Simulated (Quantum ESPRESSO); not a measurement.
# BaTiO3 (Barioperovskite) in Quantum ESPRESSO: the effect of functional

BaTiO3 (Barioperovskite):

```xyz
5
Lattice="3.9855 0.0000 0.0000 0.0000 2.8369 2.8451 0.0000 -2.8369 2.8451" Properties=species:S:1:pos:R:3 pbc="T T T"
Ba    0.0000    0.0000    0.0000
Ti    1.9928    0.0000    2.9157
O     1.9928    1.3804    4.2594
O     1.9928   -1.3804    4.2594
O     0.0000    0.0000    2.7735
```

Alike in all runs:

| Property | Result |
| --- | --- |
| Program | Quantum ESPRESSO 7.5 |
| Task | dielectric tensor |
| Cutoff | 612 eV |
| Density cutoff | 4898 eV |
| k mesh | 4 × 4 × 4, shifted |
| Occupations | fermi-dirac, width 0.05 eV |
| Spin | no spin polarisation |

Problem. One run gave: pressure -7.5 GPa; largest force 0.29 eV/Å; dielectric constant 6.37 mean. Which functional did it use?
A. PBEsol
B. AM05
C. WC
D. LDA
E. BLYP

Solution. D.

| functional | potentials or basis | pressure (GPa) | largest force (eV/Å) | dielectric constant (mean) |
| --- | --- | --- | --- | --- |
| LDA | GBRV 1.5 LDA | -7.5 | 0.29 | 6.37 |
| PBEsol | GBRV 1.5 PBEsol | -2.9 | 0.26 | 6.35 |
| WC | GBRV 1.5 PBE | -2.4 | 0.24 | 6.34 |
| BLYP | GBRV 1.5 PBE | 9.2 | 0.24 | 6.16 |
| AM05 | GBRV 1.5 PBE | -1.8 | 0.28 | 6.33 |

Caveats: the potentials were made for another functional, which shifts forces and pressure (some runs); the cell is more than 3 GPa from zero pressure, which shifts response properties (some runs).
